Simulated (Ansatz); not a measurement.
Sr:

```
Sr
1.0
     0.00000    3.04235    3.04235
     3.04235    0.00000    3.04235
     3.04235    3.04235    0.00000
Sr
1
Direct
  0.00000 0.00000 0.00000
```

Base run:

| Quantity | Value |
| --- | --- |
| Program | Ansatz 0.2.0 |
| Functional | LDA |
| Potentials or basis | all-electron LAPW, scalar-relativistic |
| Cutoff | 70 eV |
| Density cutoff | 279 eV |
| Basis error allowed | 0.001 eV/atom |
| k mesh | 8 × 8 × 8 |
| Occupations | fermi-dirac, width 0.05 eV |
| Spin | no spin polarisation |

Its results: pressure -1.6 GPa.

Question: The run is repeated on the same cell with these changes: functional from LDA to PBEsol; k mesh from 8 × 8 × 8 to 6 × 6 × 6. What comes out?

Answer: Pressure -0.9 GPa.

Several settings changed at once, so the effect can't be laid on one alone.

Not every run made on this cell is shown here.
